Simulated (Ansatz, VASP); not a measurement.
One calculation of Nb, two programs

Contents of INCAR:

```
  PREC = Accurate
  ENCUT = 520
  EDIFF = 1E-7
  ISMEAR = 0
  SIGMA = 0.1
  LREAL = F
  LASPH = T
  NELM = 100
  ALGO = Normal
  ISIF = 2
  LWAVE = F
  LCHARG = F
  GGA = PS
  NBANDS = 12
```

File KPOINTS:

```
Automatic mesh
0
Gamma
  8 8 8
```

File POSCAR:

```
Nb
1.0
   -1.6588161900      1.6588161900      1.6588161900
    1.6588161900     -1.6588161900      1.6588161900
    1.6588161900      1.6588161900     -1.6588161900
Nb
1
Direct
    0.0000000000      0.0000000000      0.0000000000
```

Input for Ansatz:

```yaml
crystal:
  lattice:
    - [-1.65881619, 1.65881619, 1.65881619]
    - [1.65881619, -1.65881619, 1.65881619]
    - [1.65881619, 1.65881619, -1.65881619]
  atoms:
    - { symbol: Nb, position: [0.0, 0.0, 0.0] }
basis:
  ecutwfc: 420
kpoints:
  mp_grid: { grid: [8, 8, 8] }
hamiltonian:
  xc: pbesol
scf:
  occupations: { method: gaussian, width: 0.1 }
output:
  forces: true
  stress: true
  eigenvalues: true
```

Alike in both runs: task single point; functional PBEsol; k mesh 8 × 8 × 8; occupations gaussian, width 0.1 eV; no spin polarisation.

|  | VASP | Ansatz |
| --- | --- | --- |
| version | VASP 6.6.1 | Ansatz 0.2.0 |
| potentials or method | VASP PAW PBE potentials, release 64 (Nb_sv) | scalar-relativistic, plane waves, PAW |
| plane-wave cutoff (eV) | 520 | 420 |
| valence electrons in the cell | 13 | 13 |

```csv
,VASP,Ansatz,Ansatz less VASP
gap on the k mesh at the Fermi level (eV),none,none,-
pressure (GPa),-6.9,-6.6,+0.31
```

A gap of «none» marks a metal or a gap that the smearing closes.

Caveats: the PAW data sets were made with another functional, which shifts forces and pressure a little (VASP).
